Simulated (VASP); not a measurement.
Set up this calculation in VASP 6.6.1, as the native input.

```
Task                   : relaxation of shape and atoms at fixed volume
Functional             : PBE
Potentials or basis    : VASP PAW PBE potentials, release 64 (Zn, O)
Cutoff                 : 600 eV
k mesh                 : 9 × 9 × 6
Occupations            : gaussian, width 0.02 eV
Spin                   : no spin polarisation
Dipole correction      : no
Further INCAR settings : ALGO = Normal; EDIFF = 1e-07; IBRION = 2; EDIFFG = -0.01; NSW = 50; ISIF = 4
```

The structure of ZnO (nc) lies in POSCAR:

```
ZnO
1.0
    3.2113347345      0.0000000000      0.0000000000
   -1.6056673673      2.7810974601      0.0000000000
    0.0000000000      0.0000000000      5.1812708944
Zn O
2 2
Direct
    0.3333333333      0.6666666667      0.4999058603
    0.6666666667      0.3333333333     -0.0000941397
    0.6666666667      0.3333333333      0.3791041397
    0.3333333333      0.6666666667      0.8791041397
```

The input as run:

INCAR

```
PREC     = Accurate       # precision mode
ENCUT    = 600            # plane-wave cutoff, eV
EDIFF    = 1E-7           # SCF threshold, eV
ISMEAR   = 0              # smearing method
SIGMA    = 0.02           # smearing width, eV
LREAL    = False          # projectors in reciprocal space
LASPH    = True           # aspherical terms in the spheres
NELM     = 100            # most SCF steps
ALGO     = Normal         # electronic algorithm
ISIF     = 4              # what is computed and relaxed
LWAVE    = False          # write WAVECAR
LCHARG   = False          # write CHGCAR
GGA      = PE             # functional
IBRION   = 2              # ionic algorithm
NSW      = 50             # ionic steps
EDIFFG   = -0.01          # ionic threshold
```

KPOINTS

```
Automatic mesh
0
Gamma
  9 9 6
```

Potentials or basis: VASP PAW PBE potentials, release 64 (Zn, O).

Launch:

```sh
$ cat potpaw_PBE.64/Zn/POTCAR potpaw_PBE.64/O/POTCAR > POTCAR
$ mpirun -np 1 vasp_std > vasp.out
```

Results of the run:

```
Pressure after relaxing      : 10.4 GPa
Largest force after relaxing : 0.004 eV/Å
Band gap on the k mesh       : 0.82 eV, direct
```

Caveat: the relaxation stopped at its first step, so nothing moved.

It took 40 s on 1 thread of Intel(R) Xeon(R) Platinum 8488C (Sapphire Rapids) (shared host), peak memory 0.2 GiB.
